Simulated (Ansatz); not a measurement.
The system is CoO.

```
CELL_PARAMETERS angstrom
1.50547 0.86918 2.43993
-1.50547 0.86918 2.43993
0.00000 -1.73837 2.43993
ATOMIC_POSITIONS crystal
Co 0.00000 0.00000 0.00000
O 0.50000 0.50000 0.50000
```

The cell is a database's computed one.

Base run:

```yaml
Program: Ansatz 0.2.0
Functional: PBEsol
Potentials_or_basis: Ansatz PAW
Cutoff: "420 eV (not typed: the program's choice for these potentials)"
k_mesh: 9 × 9 × 9
Occupations: fermi-dirac, width 0.05 eV
Spin: collinear spin, ferromagnetic start
Starting_moments: "[2.0, 0.0] μB"
Fixed_moment: 2 μB
```

Its results: pressure -17.4 GPa; site moments Co +1.80; O +0.10 μB.

After a change of settings the same cell gave: pressure -13.2 GPa; site moments Co +2.18; O +0.21 μB. Which change was it?
A. fixed moment from 2 μB to 1.5 μB; moments at the start from [2.0, 0.0] to [1.5, 0.0]
B. fixed moment from 2 μB to 0.5 μB; moments at the start from [2.0, 0.0] to [0.5, 0.0]
C. fixed moment from 2 μB to 1 μB; moments at the start from [2.0, 0.0] to [1.0, 0.0]
D. fixed moment from 2 μB to 2.5 μB; moments at the start from [2.0, 0.0] to [2.5, 0.0]

D.

Caveats: the total moment is fixed, so each spin has its own Fermi level; a cell with one magnetic atom can't hold antiferromagnetic order, which such compounds often take; the PAW data sets come from PBE, with cores solved anew for the run's functional, which leaves a small shift of forces and pressure; the thresholds are loose for stress.
